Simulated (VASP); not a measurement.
# CdS under changes of volume

One of the cells (21.288 Å³/atom); the others are scaled copies at fixed shape and fractional positions:

```
CELL_PARAMETERS angstrom
0.00000 2.77148 2.77148
2.77148 0.00000 2.77148
2.77148 2.77148 0.00000
ATOMIC_POSITIONS crystal
Cd 0.00000 0.00000 0.00000
S 0.50000 0.50000 0.50000
```

Measurements of this composition are mostly on another form, of space group No. 186.

```yaml
Program: VASP 6.6.1
Functional: PBE
Potentials_or_basis: VASP PAW PBE potentials, release 64 (Cd, S)
Cutoff: 520 eV
k_mesh: 8 × 8 × 8
Occupations: fermi-dirac, width 0.05 eV
Spin: no spin polarisation
```

```csv
volume (Å³/atom),energy over the lowest point (meV/atom),pressure (GPa)
19.618,16.78,5.1
20.036,?,?
20.453,0.00,1.5
21.288,0.09,-1.4
21.705,5.34,-2.6
22.123,13.57,-3.7
```

What does the run at 20.036 Å³/atom give?

Energy over the lowest point 6.04 meV/atom; pressure 3.2 GPa.

Worked out: A Birch-Murnaghan fit of order 3 (a polynomial in V^(-2/3)) to the other rows has its minimum at 20.86 Å³/atom with B0 = V·E''(V) = 72 GPa and B' = 4.8. It gives 6.02 meV/atom at 20.036 Å³/atom, against the run's 6.04, and -dE/dV = 3.2 GPa, against 3.2.

Energies are extrapolated to zero smearing.
